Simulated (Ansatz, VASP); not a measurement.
## Two plane-wave programs on Rh

INCAR

```
SYSTEM = Rh
  PREC = Accurate
  ENCUT = 520
  EDIFF = 1E-8
  ISMEAR = -1
  SIGMA = 0.08
  LREAL = .FALSE.
  LASPH = .TRUE.
  NELM = 100
  ALGO = Normal
  ISIF = 2
  LWAVE = .FALSE.
  LCHARG = .FALSE.
  GGA = PE
  LEFG = .TRUE.
  NBANDS = 14
```

Contents of KPOINTS:

```
regular mesh
0
G
  14 14 14
  0 0 0
```

File POSCAR:

```
Rh
1.0
    2.5190422513      0.0000000000      0.0000000000
    0.0000000000      2.5190422513      0.0000000000
    0.0000000000      0.0000000000      2.5190422513
Rh
1
Direct
    0.0000000000      0.0000000000      0.0000000000
```

Input for Ansatz:

```yaml
crystal:
  lattice:
    - [2.5190422513, 0.0, 0.0]
    - [0.0, 2.5190422513, 0.0]
    - [0.0, 0.0, 2.5190422513]
  atoms:
    - { symbol: Rh, position: [0.0, 0.0, 0.0] }
kpoints:
  mp_grid: { grid: [14, 14, 14] }
scf:
  occupations: { method: fermi_dirac, width: 0.08 }
hamiltonian:
  xc: pbe
  pseudopotentials: { kind: paw }
output:
  forces: true
  stress: true
  eigenvalues: true
  efg: { contact_densities: true }
```

Change from the starting cell: volume scaled by 0.98, PAW files.

Alike in both runs: task electric field gradients; functional PBE; k mesh 14 × 14 × 14; occupations fermi-dirac, width 0.08 eV; no spin polarisation.

|  | VASP | Ansatz |
| --- | --- | --- |
| version | VASP 6.6.1 | Ansatz 0.2.0 |
| potentials or method | VASP PAW PBE potentials, release 64 (Rh_pv) | PAW with Ansatz's default frozen-core files, scalar-relativistic |
| plane-wave cutoff (eV) | 520 | 420 |
| valence electrons in the cell | 15 | 17 |

|  | VASP | Ansatz | Ansatz less VASP |
| --- | --- | --- | --- |
| pressure (GPa) | 3.9 | 3.9 | -0.06 |
| Vzz of the field gradient on the site that differs most (V/Å²) | 0.0 | 0.0 | 0.00 |

The two sets of potentials don't hold the same shells in valence. Ansatz warned: «gradients_without_spin_orbit».
